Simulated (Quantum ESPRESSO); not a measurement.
# Ir: phonon spectrum and thermodynamics under several settings

```
CELL_PARAMETERS angstrom
0.00000 1.91560 1.91560
1.91560 0.00000 1.91560
1.91560 1.91560 0.00000
ATOMIC_POSITIONS crystal
Ir 0.00000 0.00000 0.00000
```

All runs used Quantum ESPRESSO 7.5; k mesh 12 × 12 × 12; relaxed cell; no spin polarisation; occupations cold, width 0.2 eV; q mesh 2 × 2 × 2.

```csv
level,potentials,cutoff (eV),volume (Å³/atom),pressure (GPa),highest frequency (cm⁻¹),zero-point energy (meV/atom),entropy at room temperature (k_B/atom)
LDA,PseudoDojo 0.4.1 SR LDA standard,762,13.76,-0.2,211,28.0,4.13
PBEsol,PseudoDojo 0.4.1 SR PBE standard,925,?,0.0,?,?,?
```

Task: What stands in the row left open?

Result: Volume 14.03 Å³/atom; highest frequency 205 cm⁻¹; zero-point energy 27.4 meV/atom; entropy at room temperature 4.20 k_B/atom.

Caveats: the potentials were made for another functional, which shifts forces and pressure (some runs).

For the row left open. Caveat: the potentials were made for another functional, which shifts forces and pressure; the q mesh is small, so phonon branches between its points and thermal values are rough.
